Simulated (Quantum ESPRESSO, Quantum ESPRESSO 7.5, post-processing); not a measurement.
# Thickness dependence of 2H-WS2

What does each added layer of 2H-WS2 bring in screening, and what does it do to the gap?

Main program and level: Quantum ESPRESSO 7.5; plane-wave DFT, PBE, GBRV ultrasoft pseudopotentials (geometry by pw.x at PBE-D3(BJ), GBRV ultrasoft).

Most raw output is cut from this account.

## Step 1: The structure

The cell holds 3 atoms: 2 S and 1 W. Its edges and angles: a = 3.180 Å, b = 3.180 Å, c = 20.476 Å, α = 90.0°, β = 90.0°, γ = 120.0°. It derives from WS2. Vacuum lies along c.

## Step 2: Relaxing cell and ions, 1 layer

Cell and atoms are relaxed with a D3(BJ) correction; only the in-plane cell moves (cell_dofree = 2Dxy), and the cutoff is raised for the stress.

Input file n1.relax.in:

```
&control
  prefix = 'n1.relax'
  outdir = './out'
  pseudo_dir = './pseudo'
  nstep = 50
  forc_conv_thr = 0.0004
  calculation = 'vc-relax'
  etot_conv_thr = 1e-06
/
&system
  ibrav = 0
  nat = 3
  ntyp = 2
  ecutwfc = 50
  ecutrho = 250
  vdw_corr = 'grimme-d3'
  dftd3_version = 4
  occupations = 'smearing'
  smearing = 'fd'
  degauss = 0.004
/
&electrons
  conv_thr = 1e-09
  mixing_beta = 0.4
  electron_maxstep = 120
  mixing_mode = 'plain'
/
&ions
/
&cell
  cell_dofree = '2Dxy'
  press_conv_thr = 0.3
/
ATOMIC_SPECIES
  S   32.0600  s_pbe_v1.4.uspp.F.UPF
  W   183.8400  w_pbe_v1.2.uspp.F.UPF
CELL_PARAMETERS angstrom
  3.18000000000000 0.00000000000000 0.00000000000000
  -1.59000000000000 2.75396078403451 0.00000000000000
  0.00000000000000 0.00000000000000 20.47562023241895
ATOMIC_POSITIONS crystal
  S   0.333333333333 0.666666666667 0.415127840012
  W   0.000000000000 0.000000000000 0.500000000000
  S   0.333333333333 0.666666666667 0.584872159988
K_POINTS automatic
  12 12 1 0 0 0
```

The run is started by

```bash
$ OMP_NUM_THREADS=1 mpirun -n 4 pw.x -nk 4 -in n1.relax.in > n1.relax.out
```

Run time: 3.7 min. Hardware: 4 MPI ranks of Arm Neoverse V1, shared host; peak memory 0.95 GiB.

Step by step:

```csv
step,energy less that of the first step (eV),largest force (eV/Å),volume (Å³)
1,0.0000,2.6621,179.32
2,-0.2783,1.8523,177.44
3,-0.4527,0.7759,175.60
4,-0.4822,0.0747,174.71
5,-0.4838,0.0370,175.14
6,-0.4852,0.0767,175.76
7,-0.4863,0.0656,176.45
8,-0.4868,0.0186,177.03
9,-0.4868,0.0039,177.04
10,-0.4868,0.0000,177.02
11,-0.4861,0.0001,177.02
```

```csv
cell as run,before,after,change
a (Å),3.180,3.160,-0.6 %
b (Å),3.180,3.160,-0.6 %
```

The atoms that moved most (Å, along periodic axes as changes of fractional coordinates times the final cell, across vacuum about the mean position):

```csv
atom,dx,dy,dz,length
S1,0.000,0.000,0.161,0.161
S3,0.000,0.000,-0.161,0.161
```

Final coordinates:

```
CELL_PARAMETERS angstrom
3.15955 0.00000 0.00000
-1.57977 2.73625 0.00000
0.00000 0.00000 20.47562
ATOMIC_POSITIONS crystal
S 0.33333 0.66667 0.42298
W 0.00000 0.00000 0.50000
S 0.33333 0.66667 0.57702
```

 The last row is no step: it is a fresh SCF in the final cell with a new plane-wave basis, +1 meV from the row before.

This step gave:

```
free energy  : -2824.3668 eV
Fermi energy : 0.3185 eV
```

## Step 3: SCF with pw.x, 1 layer: no field

The zero-field run is the reference. tefield and dipfield are on already, so that all runs share k-points and boundary.

Level of this step: plane-wave DFT, PBE, GBRV ultrasoft pseudopotentials (Quantum ESPRESSO 7.5).

Input file n1.f0.in:

```
&control
  prefix = 'n1.f0'
  outdir = './out'
  pseudo_dir = './pseudo'
  calculation = 'scf'
  tprnfor = .true.
  tefield = .true.
  dipfield = .true.
/
&system
  ibrav = 0
  nat = 3
  ntyp = 2
  ecutwfc = 40
  ecutrho = 200
  occupations = 'smearing'
  smearing = 'fd'
  degauss = 0.004
  edir = 3
  emaxpos = 0.97
  eopreg = 0.04
  eamp = 0.0
  nbnd = 17
/
&electrons
  conv_thr = 1e-09
  mixing_beta = 0.4
  electron_maxstep = 120
  mixing_mode = 'plain'
/
ATOMIC_SPECIES
  S   32.0600  s_pbe_v1.4.uspp.F.UPF
  W   183.8400  w_pbe_v1.2.uspp.F.UPF
CELL_PARAMETERS angstrom
  3.15954537600000 0.00000000000000 0.00000000000000
  -1.57977268800000 2.73624656000000 0.00000000000000
  0.00000000000000 0.00000000000000 20.47562023200000
ATOMIC_POSITIONS crystal
  S   0.333333333300 0.666666666700 0.422975090900
  W   0.000000000000 0.000000000000 0.500000000000
  S   0.333333333300 0.666666666700 0.577024909100
K_POINTS automatic
  12 12 1 0 0 0
```

The run is started by

```bash
$ OMP_NUM_THREADS=1 mpirun -n 4 pw.x -nk 4 -in n1.f0.in > n1.f0.out
```

Run time: 37 s. Hardware: 4 MPI ranks; peak memory 0.72 GiB.

This step gave:

```
free energy                          : -2823.3757 eV
Fermi energy                         : 0.318 eV
dipole along the normal              : 2.08e-5 e·Å
valence top, on the run's zero       : -0.6257 eV
conduction bottom, on the run's zero : 1.296 eV
gap by band count                    : 1.922 eV
```

The run needed 12 iterations to bring the estimated error under 1e-09 Ry; the largest force on any atom, held or free, is 0.11 eV/Å.

## Step 4: Potential by pp.x, 1 layer

The vacuum level is read from the electrostatic potential (plot_num = 11), averaged over planes.

Input file n1.f0.pot.in:

```
&inputpp
  prefix = 'n1.f0'
  outdir = './out'
  filplot = 'n1.f0.pot.dat'
  plot_num = 11
/
```

The run is started by

```bash
$ OMP_NUM_THREADS=1 mpirun -n 4 pp.x -in n1.f0.pot.in > n1.f0.pot.out
```

Wall time 1.1 s (4 MPI ranks); peak memory 0.13 GiB; 4 s of CPU time.

Numbers from this step:

```
slope of the potential above                                          : 4.25e-5 eV/Å
upper vacuum line continued to the top atoms, over the valence top    : 5.678 eV
slope of the potential below                                          : -3.63e-5 eV/Å
lower vacuum line continued to the bottom atoms, over the valence top : 5.679 eV
vacuum level at the upper face over the valence top of the mesh       : 5.678 eV
vacuum level at the lower face over the valence top of the mesh       : 5.679 eV
```

Electrostatic potential energy of an electron, with the sawtooth; zero at the highest filled level of the SCF mesh. The potential energy, planar mean by z:

```
z (Å)  potential energy, planar mean (eV)
  0.0                                5.68
  0.5                                5.68
  1.0                                5.68
  1.5                                5.68
  2.0                                5.68
  2.5                                5.68
  3.0                                5.68
  3.5                                5.68
  4.0                                5.68
  4.5                                5.68
  5.0                                5.68
  5.5                                5.68
  6.0                                5.67
  6.5                                5.62
  7.0                                5.40
  7.5                                4.35
  8.0                              -0.736
  8.5                               -12.2
  9.0                               -10.5
  9.5                               -6.82
 10.0                               -11.6
 10.5                               -11.4
 11.0                               -6.64
 11.5                               -10.9
 12.0                               -11.8
 12.5                              -0.232
 13.0                                4.44
 13.5                                5.42
 14.0                                5.62
 14.5                                5.67
 15.0                                5.68
 15.5                                5.68
 16.0                                5.68
 16.5                                5.68
 17.0                                5.68
 17.5                                5.68
 18.0                                5.68
 18.5                                5.68
 19.0                                5.68
 19.5                                5.68
 20.0                                5.68
```

## Step 5: Ground state, 1 layer: field 0.1 V/Å

eamp is the field in Hartree atomic units (1 a.u. = 51.42 V/Å). With dipfield on, it is the field in the vacuum beside an isolated sheet. The run starts from the density of the one before.

n1.f1.in is the input of step 3 with these lines changed:

```diff
@@ -1,3 +1,3 @@
 &control
-  prefix = 'n1.f0'
+  prefix = 'n1.f1'
   outdir = './out'
@@ -21,3 +21,3 @@
   eopreg = 0.04
-  eamp = 0.0
+  eamp = 0.00194469
   nbnd = 17
@@ -29,2 +29,3 @@
   mixing_mode = 'plain'
+  startingpot = 'file'
 /
```

The run is started by

```bash
$ cp -r out/n1.f0.save out/n1.f1.save
$ OMP_NUM_THREADS=1 mpirun -n 4 pw.x -nk 4 -in n1.f1.in > n1.f1.out
```

The job ended after 34 s (4 MPI ranks; peak memory 0.43 GiB).

Numbers from this step:

| Quantity | Value |
| --- | --- |
| free energy | -2823.3769 eV |
| Fermi energy | 0.3328 eV |
| dipole along the normal | 0.02444 e·Å |
| valence top, on the run's zero | -0.6109 eV |
| conduction bottom, on the run's zero | 1.311 eV |

## Step 6: SCF with pw.x, 1 layer: field −0.1 V/Å

The field is reversed. With a mirror plane this checks symmetry and convergence alone; for a polar sheet it tests linearity.

n1.f2.in is the input of step 5 with these lines changed:

```diff
@@ -1,3 +1,3 @@
 &control
-  prefix = 'n1.f1'
+  prefix = 'n1.f2'
   outdir = './out'
@@ -21,3 +21,3 @@
   eopreg = 0.04
-  eamp = 0.00194469
+  eamp = -0.00194469
   nbnd = 17
```

The run is started by

```bash
$ cp -r out/n1.f0.save out/n1.f2.save
$ OMP_NUM_THREADS=1 mpirun -n 4 pw.x -nk 4 -in n1.f2.in > n1.f2.out
```

It took 34 s on 4 MPI ranks; peak memory 0.43 GiB.

This step gave:

```
Fermi energy                         : 0.3021 eV
dipole along the normal              : -0.02444 e·Å
valence top, on the run's zero       : -0.6416 eV
conduction bottom, on the run's zero : 1.280 eV
```

## Step 7: Electrostatic potential, 1 layer

Input file n1.f1.pot.in:

```
&inputpp
  prefix = 'n1.f1'
  outdir = './out'
  filplot = 'n1.f1.pot.dat'
  plot_num = 11
/
```

The run is started by

```bash
$ OMP_NUM_THREADS=1 mpirun -n 4 pp.x -in n1.f1.pot.in > n1.f1.pot.out
```

Run time: 1.1 s. Hardware: 4 MPI ranks; peak memory 0.13 GiB.

Numbers from this step:

```
slope of the potential above                                          : 0.1000 eV/Å
upper vacuum line continued to the top atoms, over the valence top    : 5.581 eV
slope of the potential below                                          : 0.09996 eV/Å
lower vacuum line continued to the bottom atoms, over the valence top : 5.777 eV
```

The slope in the vacuum is 0.100 eV/Å for an applied 0.10 V/Å, as it should be.

## Step 8: Band structure, 1 layer: no field

A bands run reads the converged density and follows the path given under K_POINTS.

n1.f0.bands.in is the input of step 6 with these lines changed:

```diff
@@ -1,7 +1,6 @@
 &control
-  prefix = 'n1.f2'
+  prefix = 'n1.f0.bands'
   outdir = './out'
   pseudo_dir = './pseudo'
-  calculation = 'scf'
-  tprnfor = .true.
+  calculation = 'bands'
   tefield = .true.
@@ -21,3 +20,3 @@
   eopreg = 0.04
-  eamp = -0.00194469
+  eamp = 0.0
   nbnd = 17
@@ -25,7 +24,6 @@
 &electrons
-  conv_thr = 1e-09
+  conv_thr = 1e-07
   mixing_beta = 0.4
   electron_maxstep = 120
-  mixing_mode = 'plain'
-  startingpot = 'file'
+  mixing_mode = 'local-TF'
 /
@@ -42,3 +40,7 @@
   S   0.333333333300 0.666666666700 0.577024909100
-K_POINTS automatic
-  12 12 1 0 0 0
+K_POINTS crystal_b
+4
+  0.0000000000 0.0000000000 0.0000000000 12
+  0.5000000000 0.0000000000 0.0000000000 12
+  0.3333333333 0.3333333333 0.0000000000 12
+  0.0000000000 0.0000000000 0.0000000000 1
```

The run is started by

```bash
$ cp -r out/n1.f0.save out/n1.f0.bands.save
$ cp out/n1.f0.xml out/n1.f0.bands.xml
$ OMP_NUM_THREADS=1 mpirun -n 4 pw.x -nk 4 -in n1.f0.bands.in > n1.f0.bands.out
```

The job ended after 11 s (4 MPI ranks; peak memory 0.3 GiB; 43 s of CPU time).

Read from the output:

| Item | Value |
| --- | --- |
| dipole along the normal | 2.08e-5 e·Å |
| valence top, on the run's zero | -0.6261 eV |
| conduction bottom, on the run's zero | 1.296 eV |

Band numbers count within the set of bands kept for display. Electronic bands along the path, in eV, zero at the highest filled level of the SCF mesh; v1 is the highest filled band, c1 the lowest empty one:

```
  point     v4     v3     v2     v1    c1    c2    c3    c4
      Γ  -2.20  -1.56  -1.56  -0.14  2.94  2.94  3.06  3.06
halfway  -2.66  -1.95  -1.70  -0.91  2.28  2.58  3.20  4.15
      M  -3.40  -2.20  -1.22  -0.96  2.95  3.36  4.04  4.74
halfway  -3.47  -2.80  -2.21  -0.44  2.62  3.64  3.80  4.83
      K  -3.91  -3.30  -2.44   0.00  1.92  3.29  4.06  5.63
halfway  -3.48  -2.25  -1.39  -0.88  1.99  2.83  3.02  4.59
      Γ  -2.20  -1.56  -1.56  -0.14  2.94  2.94  3.06  3.06
```

Along this path the valence top lies at K and the conduction bottom at K.

## Step 9: Polarisability from the dipole between 0 and 0.1 V/A, 1 layer

This step gave:

```
change of slope in the vacuum : 0.10000 eV/Å
polarisability a cell         : 3.517 Å³
sheet polarisability 4πα/A    : 5.112 Å
```

Table of change of the potential energy, second field less first by z:

| z (Å) | change of the potential energy, second field less first (eV) |
| --- | --- |
| 0.0 | -0.384 |
| 0.5 | -0.718 |
| 1.0 | -0.668 |
| 1.5 | -0.618 |
| 2.0 | -0.568 |
| 2.5 | -0.518 |
| 3.0 | -0.468 |
| 3.5 | -0.418 |
| 4.0 | -0.368 |
| 4.5 | -0.318 |
| 5.0 | -0.268 |
| 5.5 | -0.218 |
| 6.0 | -0.169 |
| 6.5 | -0.121 |
| 7.0 | -0.0767 |
| 7.5 | -0.0407 |
| 8.0 | -0.0192 |
| 8.5 | -0.00966 |
| 9.0 | -0.00557 |
| 9.5 | -0.00438 |
| 10.0 | -0.00173 |
| 10.5 | 0.00188 |
| 11.0 | 0.00431 |
| 11.5 | 0.00535 |
| 12.0 | 0.00952 |
| 12.5 | 0.0193 |
| 13.0 | 0.0419 |
| 13.5 | 0.0787 |
| 14.0 | 0.124 |
| 14.5 | 0.172 |
| 15.0 | 0.221 |
| 15.5 | 0.271 |
| 16.0 | 0.321 |
| 16.5 | 0.371 |
| 17.0 | 0.421 |
| 17.5 | 0.471 |
| 18.0 | 0.521 |
| 18.5 | 0.571 |
| 19.0 | 0.621 |
| 19.5 | 0.671 |
| 20.0 | 0.461 |

## Step 10: Ground state, 1 layer: spin-orbit coupling

Spin-orbit coupling needs fully relativistic files and spinor wave functions.

Level of this step: plane-wave DFT, PBE, PseudoDojo fully relativistic norm-conserving pseudopotentials (Quantum ESPRESSO 7.5).

Input file n1.soc.in:

```
&control
  prefix = 'n1.soc'
  outdir = './out'
  pseudo_dir = './pseudo'
  calculation = 'scf'
  tprnfor = .true.
/
&system
  ibrav = 0
  nat = 3
  ntyp = 2
  ecutwfc = 62
  ecutrho = 248
  occupations = 'smearing'
  smearing = 'fd'
  degauss = 0.004
  noncolin = .true.
  lspinorb = .true.
  nbnd = 34
/
&electrons
  conv_thr = 1e-07
  mixing_beta = 0.4
  electron_maxstep = 120
  mixing_mode = 'local-TF'
/
ATOMIC_SPECIES
  S   32.0600  S.dojo-fr-pbe-0.4-standard.upf
  W   183.8400  W.dojo-fr-pbe-0.4-standard.upf
CELL_PARAMETERS angstrom
  3.15954537600000 0.00000000000000 0.00000000000000
  -1.57977268800000 2.73624656000000 0.00000000000000
  0.00000000000000 0.00000000000000 20.47562023200000
ATOMIC_POSITIONS crystal
  S   0.333333333300 0.666666666700 0.422975090900
  W   0.000000000000 0.000000000000 0.500000000000
  S   0.333333333300 0.666666666700 0.577024909100
K_POINTS automatic
  12 12 1 0 0 0
```

The run is started by

```bash
$ OMP_NUM_THREADS=1 mpirun -n 4 pw.x -nk 4 -in n1.soc.in > n1.soc.out
```

Run time: 96 s. Hardware: 4 MPI ranks; peak memory 1 GiB.

This step gave:

```
free energy                          : -2671.1189 eV
Fermi energy                         : 0.3626 eV
valence top, on the run's zero       : -0.4146 eV
conduction bottom, on the run's zero : 1.218 eV
gap by band count                    : 1.632 eV
```

## Step 11: Electrostatic potential, 1 layer

Input file n1.soc.pot.in:

```
&inputpp
  prefix = 'n1.soc'
  outdir = './out'
  filplot = 'n1.soc.pot.dat'
  plot_num = 11
/
```

The run is started by

```bash
$ OMP_NUM_THREADS=1 mpirun -n 4 pp.x -in n1.soc.pot.in > n1.soc.pot.out
```

Run time: 0.83 s. Hardware: 4 MPI ranks; peak memory 0.1 GiB.

This step gave:

| Quantity | Value |
| --- | --- |
| potential in the middle of the vacuum, over the valence top | 5.459 eV |

Electrostatic potential energy of an electron; zero at the highest filled level of the SCF mesh. Potential energy, planar mean against z:

```csv
z (Å),"potential energy, planar mean (eV)"
0,5.46
1,5.46
2,5.46
3,5.46
4,5.46
5,5.46
6,5.45
7,5.18
8,-0.866
9,-10.5
10,-29.9
11,-7.63
12,-12.1
13,4.23
14,5.40
15,5.46
16,5.46
17,5.46
18,5.46
19,5.46
20,5.46
```

## Step 12: Band structure, 1 layer: spin-orbit coupling

n1.soc.bands.in is the input of step 8 with these lines changed:

```diff
@@ -1,3 +1,3 @@
 &control
-  prefix = 'n1.f0.bands'
+  prefix = 'n1.soc.bands'
   outdir = './out'
@@ -5,4 +5,2 @@
   calculation = 'bands'
-  tefield = .true.
-  dipfield = .true.
 /
@@ -12,4 +10,4 @@
   ntyp = 2
-  ecutwfc = 40
-  ecutrho = 200
+  ecutwfc = 62
+  ecutrho = 248
   occupations = 'smearing'
@@ -17,7 +15,5 @@
   degauss = 0.004
-  edir = 3
-  emaxpos = 0.97
-  eopreg = 0.04
-  eamp = 0.0
-  nbnd = 17
+  noncolin = .true.
+  lspinorb = .true.
+  nbnd = 34
 /
@@ -30,4 +26,4 @@
 ATOMIC_SPECIES
-  S   32.0600  s_pbe_v1.4.uspp.F.UPF
-  W   183.8400  w_pbe_v1.2.uspp.F.UPF
+  S   32.0600  S.dojo-fr-pbe-0.4-standard.upf
+  W   183.8400  W.dojo-fr-pbe-0.4-standard.upf
 CELL_PARAMETERS angstrom
```

The run is started by

```bash
$ cp -r out/n1.soc.save out/n1.soc.bands.save
$ cp out/n1.soc.xml out/n1.soc.bands.xml
$ OMP_NUM_THREADS=1 mpirun -n 4 pw.x -nk 4 -in n1.soc.bands.in > n1.soc.bands.out
```

The job ended after 1.8 min (4 MPI ranks; peak memory 0.63 GiB; 7.3 min of CPU time).

Numbers from this step:

```
valence top, on the run's zero       : -0.4157 eV
conduction bottom, on the run's zero : 1.217 eV
```

Band numbers count within the set of bands kept for display. The electronic bands at the labelled points (eV, zero at the highest filled level of the SCF mesh; v1 is the highest filled band, c1 the lowest empty one):

| point | v4 | v3 | v2 | v1 | c1 | c2 | c3 | c4 |
| --- | --- | --- | --- | --- | --- | --- | --- | --- |
| Γ | -1.67 | -1.67 | -0.32 | -0.32 | 2.64 | 2.64 | 2.66 | 2.66 |
| halfway | -1.90 | -1.90 | -1.10 | -1.10 | 1.99 | 1.99 | 2.41 | 2.41 |
| M | -1.50 | -1.50 | -1.10 | -1.10 | 2.65 | 2.65 | 3.18 | 3.18 |
| halfway | -2.43 | -2.42 | -0.82 | -0.48 | 2.29 | 2.48 | 3.12 | 3.50 |
| K | -2.70 | -2.63 | -0.42 | 0.00 | 1.66 | 1.70 | 3.05 | 3.08 |
| halfway | -1.64 | -1.58 | -1.20 | -0.97 | 1.63 | 1.89 | 2.56 | 2.58 |
| Γ | -1.67 | -1.67 | -0.32 | -0.32 | 2.64 | 2.64 | 2.66 | 2.66 |

Along this path the valence top lies at K and the conduction bottom between K and Γ.

(Continued in part 2 of 2.)

[Logs are printed without paths, hosts, clocks, repeated set-up lines and the standing remarks that a program may print on its own settings, such as how far it seeks lower states.]

[Hosts, paths, dates, database ids (printed as entryN), source tags and the programs' standing remarks are cut or masked in the printed files.]

[Maps of the electrostatic potential energy from Ansatz leave out the sawtooth potential of an applied field or a dipole correction, so their vacuum need not be flat; planar profiles and work functions include it.]
